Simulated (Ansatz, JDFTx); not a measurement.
Given: the input of a run of JDFTx 1.7.0 (patched build) on MnO. The cell is a database's computed one, not the measured one.

Contents of MnO.in:

```
include MnO.lattice
coords-type Lattice
include MnO.ionpos

ion-species pseudo/Mn.upf
ion-species pseudo/O.upf
elec-cutoff 48 384
elec-ex-corr lda-PW
kpoint-folding 10 10 10
elec-smearing Gauss 0.00091873305
elec-n-bands 19
spintype z-spin
initial-magnetic-moments Mn 4
elec-initial-magnetization 4 no
electronic-SCF nIterations 100 energyDiffThreshold 1e-09
electronic-minimize nIterations 30 energyDiffThreshold 1e-7
converge-empty-states yes
forces-output-coords Cartesian

dump-name run.$VAR
dump End Ecomponents EigStats BandEigs Kpoints Forces Stress ElecDensity Dtot
```

MnO.lattice

```
lattice \
    0.0000000000     4.2025764847     4.2025764847 \
    4.2025764847     0.0000000000     4.2025764847 \
    4.2025764847     4.2025764847     0.0000000000
```

The input MnO.ionpos:

```
ion Mn     0.0000000000     0.0000000000     0.0000000000 1
ion O      0.5000000000     0.5000000000     0.5000000000 1
```

Potentials or basis: PseudoDojo-SR-LDA-0.4.1-standard with smoothed tails.

Command:

```sh
$ jdftx -c 1 -i MnO.in -o MnO.out
```

Task: Translate it to Ansatz 0.2.0. Potentials or basis there: all-electron LAPW, scalar-relativistic.

Result: As run (cutoffs and basis follow the program's own potentials, and thresholds, step limits or extra output files can differ):

The input input.yaml:

```yaml
crystal:
  lattice:
    - [0.0, 2.2239077028, 2.2239077028]
    - [2.2239077028, 0.0, 2.2239077028]
    - [2.2239077028, 2.2239077028, 0.0]
  atoms:
    - { symbol: Mn, position: [0.0, 0.0, 0.0], spin: 4.0 }
    - { symbol: O, position: [0.5, 0.5, 0.5] }
kpoints:
  mp_grid: { grid: [10, 10, 10] }
scf:
  occupations: { method: gaussian, width: 0.05 }
hamiltonian:
  xc: lda
  pseudopotentials: { kind: all_electron, lapw: { basis_error: 0.001 } }
magnetization:
  spin_polarized: true
output:
  forces: true
  stress: true
  eigenvalues: true
```

Potentials or basis: all-electron LAPW, scalar-relativistic.

The run is started by

```bash
$ ansatz run input.yaml --threads 2 --pin off --max-ram 6144MiB --backend cpu --events-out ev --progress --plain --runs-dir out
```

Both were run:

|  | JDFTx | Ansatz |
| --- | --- | --- |
| Pressure | -16.3 GPa | -16.4 GPa |
| Net moment | 4.64 μB per cell | 4.61 μB per cell |
| Absolute moment | 4.64 μB per cell | 4.61 μB per cell |

Where Ansatz's input types no cutoff or centring, it takes its own default and a Γ-centred mesh.

The two programs' LDA may be different fits to the electron gas.

The magnetic state is the one that the start led to; the real crystal's order can differ.

The cell lies far from this level's equilibrium.

Pressure is positive in compression.
